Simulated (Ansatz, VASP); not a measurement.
**Two plane-wave programs on ZnO (zincite)**

INCAR

```
  PREC = Accurate
  ENCUT = 600
  EDIFF = 1E-6
  ISMEAR = 0
  SIGMA = 0.02
  LREAL = False
  LASPH = True
  NELM = 100
  ALGO = Normal
  ISIF = 3
  LWAVE = False
  LCHARG = False
  GGA = PE
  IVDW = 12
  IBRION = 2
  NSW = 100
  EDIFFG = -0.005
```

The input KPOINTS:

```
Automatic mesh
0
Gamma
  9 9 6
```

POSCAR

```
ZnO
1.0
    3.2493080000      0.0000000000      0.0000000000
   -1.6246540000      2.8139832727      0.0000000000
    0.0000000000      0.0000000000      5.2057090000
Zn O
2 2
Direct
    0.3333333333      0.6666666667      0.5000000000
    0.6666666667      0.3333333333      0.0000000000
    0.6666666667      0.3333333333      0.3790100000
    0.3333333333      0.6666666667      0.8790100000
```

Input for Ansatz:

```yaml
crystal:
  lattice:
    - [3.249308, 0.0, 0.0]
    - [-1.624654, 2.8139832727, 0.0]
    - [0.0, 0.0, 5.205709]
  atoms:
    - { symbol: Zn, position: [0.3333333333, 0.6666666667, 0.5] }
    - { symbol: Zn, position: [0.6666666667, 0.3333333333, 0.0] }
    - { symbol: O, position: [0.6666666667, 0.3333333333, 0.37901] }
    - { symbol: O, position: [0.3333333333, 0.6666666667, 0.87901] }
basis:
  ecutwfc: 420
kpoints:
  mp_grid: { grid: [9, 9, 6] }
hamiltonian:
  xc: pbe
  dispersion: d3bj
scf:
  occupations: { method: gaussian, width: 0.02 }
output:
  forces: true
  stress: true
  eigenvalues: true
relax:
  adjacent_minimum: "off"
  f_tol: 0.005
  max_steps: 80
  cell: { stress_tol: 0.05 }
```

Alike in both runs: task relaxation of cell and atoms; functional PBE; dispersion D3(BJ); k mesh 9 × 9 × 6; occupations gaussian, width 0.02 eV; no spin polarisation.

|  | VASP | Ansatz |
| --- | --- | --- |
| version | VASP 6.6.1 | Ansatz 0.2.0 |
| potentials or method | VASP PAW PBE potentials, release 64 (Zn, O) | scalar-relativistic, plane waves, PAW |
| plane-wave cutoff (eV) | 600 | 420 |
| valence electrons in the cell | 36 | 36 |

VASP gave:

* gap on the k mesh at the Fermi level, each at its own relaxed structure (eV): 0.75
* relaxed volume (Å³/atom): 12.12
* relaxed cell length with the largest relative difference (Å): 3.261
* energy change over the relaxation (meV/atom): -2

**Question.** Estimate Ansatz's values.

**Answer.** gap on the k mesh at the Fermi level, each at its own relaxed structure (eV): 0.78; relaxed volume (Å³/atom): 12.06; relaxed cell length with the largest relative difference (Å): 3.255; energy change over the relaxation (meV/atom): -1.

PBE gaps usually lie below the measured ones, often by a third to a half. Zero-point motion and thermal expansion aren't in these numbers.
